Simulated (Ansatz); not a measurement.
System: TlCl (CsCl type), 2 atoms in the cell.

```
CELL_PARAMETERS angstrom
3.90000 0.00000 0.00000
0.00000 3.90000 0.00000
0.00000 0.00000 3.90000
ATOMIC_POSITIONS crystal
Tl 0.00000 0.00000 0.00000
Cl 0.50000 0.50000 0.50000
```

Level of theory: Ansatz, PBE with spin–orbit coupling, plane waves, PAW datasets (earlier set, tuned by hand).

Cutoff 660 eV; k-mesh 6×6×6 Γ-centred; Fermi–Dirac smearing of 0.02 eV.

Q: How large is the gap on this mesh, is it direct, and where do the band edges lie (fractions of the reciprocal vectors of this cell)?

A: 1.80 eV, indirect from (0.000, 0.000, -0.500) to (-0.500, -0.500, -0.500); the smallest direct gap is 2.03 eV.

Q: List the levels near the gap at (0.000, 0.000, 0.000), (0.000, 0.000, -0.500), (0.000, 0.333, 0.333), (0.000, 0.333, -0.500), (0.000, -0.500, -0.500), (0.167, 0.167, 0.167), (-0.500, -0.500, -0.500), in eV from the top of the valence band (v1 is the highest filled band, c1 the lowest empty one).

A: 
```json
{"k": "(0.000, 0.000, 0.000)", "v4": "-1.26", "v3": "-1.26", "v2": "-1.26", "v1": "-1.26", "c1": "6.10", "c2": "6.10", "c3": "7.94"}
{"k": "(0.000, 0.000, -0.500)", "v4": "-0.88", "v3": "-0.88", "v2": "0.00", "v1": "0.00", "c1": "2.03", "c2": "2.03", "c3": "5.92"}
{"k": "(0.000, 0.333, 0.333)", "v4": "-0.95", "v3": "-0.95", "v2": "-0.88", "v1": "-0.88", "c1": "3.69", "c2": "3.69", "c3": "5.14"}
{"k": "(0.000, 0.333, -0.500)", "v4": "-1.55", "v3": "-1.55", "v2": "-0.89", "v1": "-0.89", "c1": "3.80", "c2": "3.80", "c3": "5.11"}
{"k": "(0.000, -0.500, -0.500)", "v4": "-2.63", "v3": "-2.63", "v2": "-0.88", "v1": "-0.88", "c1": "4.18", "c2": "4.18", "c3": "5.18"}
{"k": "(0.167, 0.167, 0.167)", "v4": "-1.50", "v3": "-1.50", "v2": "-0.39", "v1": "-0.39", "c1": "4.61", "c2": "4.61", "c3": "5.98"}
{"k": "(-0.500, -0.500, -0.500)", "v4": "-1.76", "v3": "-1.76", "v2": "-1.76", "v1": "-1.76", "c1": "1.80", "c2": "1.80", "c3": "3.08"}
```

A gap read on the mesh is an upper bound of this method's gap, since the mesh can miss a band edge. Semilocal functionals give gaps that mostly lie well below measured ones.
